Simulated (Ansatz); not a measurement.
# TaN: the cost of one run

Method: DFT PBE, scalar-relativistic, in Ansatz 0.2.0.

### 1 The structure to begin with

It takes space group P6/mmm (No. 191, hexagonal). The conventional cell has a = 5.185 Å, b = 5.185 Å, c = 2.908 Å, α = 90.00°, β = 90.00°, γ = 120.00°. Ta (site symmetry 6/mmm) has 6 N at 2.59 Å and 2 Ta at 2.91 Å as nearest neighbours. Around Ta (site symmetry -6m2) lie 6 N at 2.09 Å. N (site symmetry mmm) is surrounded by 6 Ta at 2.09 to 2.59 Å.

As a file:

```
Ta N
1.0
     5.18500    0.00000    0.00000
    -2.59250    4.49034    0.00000
     0.00000    0.00000    2.90800
Ta N
3 3
Cartesian
  0.0000 0.0000 0.0000
  0.0000 2.9936 1.4540
  2.5925 1.4968 1.4540
  2.5925 0.0000 0.0000
  1.2962 2.2452 0.0000
  -1.2962 2.2452 0.0000
```

Atoms are numbered in the order of the input: Ta1, Ta2, Ta3, N4, N5, N6.

### 2 After the deformation

Space group P6/mmm before, P6/mmm after.

### 3 Full-potential LAPW

The input, input.yaml:

```yaml
crystal:
  lattice:
    - [5.1849992558, 0.0, 0.0]
    - [-2.5924996279, 4.4903410741, 0.0]
    - [0.0, 0.0, 2.96616]
  atoms:
    - { symbol: Ta, position: [0.0, 0.0, 0.0] }
    - { symbol: Ta, position: [0.3333333333, 0.6666666667, 0.5] }
    - { symbol: Ta, position: [0.6666666667, 0.3333333333, 0.5] }
    - { symbol: "N", position: [0.5, 0.0, 0.0] }
    - { symbol: "N", position: [0.5, 0.5, 0.0] }
    - { symbol: "N", position: [0.0, 0.5, 0.0] }
kpoints:
  mp_grid: { grid: [5, 5, 8] }
  band_path:
    path:
      - [0.0, 0.0, 0.0]
      - [0.5, 0.0, 0.0]
      - [0.3333333333, 0.3333333333, 0.0]
      - [0.0, 0.0, 0.0]
      - [0.0, 0.0, 0.5]
      - [0.5, 0.0, 0.5]
      - [0.3333333333, 0.3333333333, 0.5]
      - [0.0, 0.0, 0.5]
      - [0.5, 0.0, 0.5]
    npoints: 5
scf:
  occupations: { method: fermi_dirac, width: 0.03 }
hamiltonian:
  xc: pbe
  pseudopotentials: { kind: all_electron, lapw: { basis_error: 0.0005 } }
output:
  forces: true
  stress: true
  eigenvalues: true
```

Command:

```console
> ansatz run input.yaml --threads 2 --pin off --max-ram 6144MiB --backend cpu --events-out ev --progress --plain --runs-dir out
```

What time and memory should one allow on 2 threads of Intel Xeon 6975P-C (Granite Rapids), shared host?

About 45 s, with a peak of 0.85 GiB.
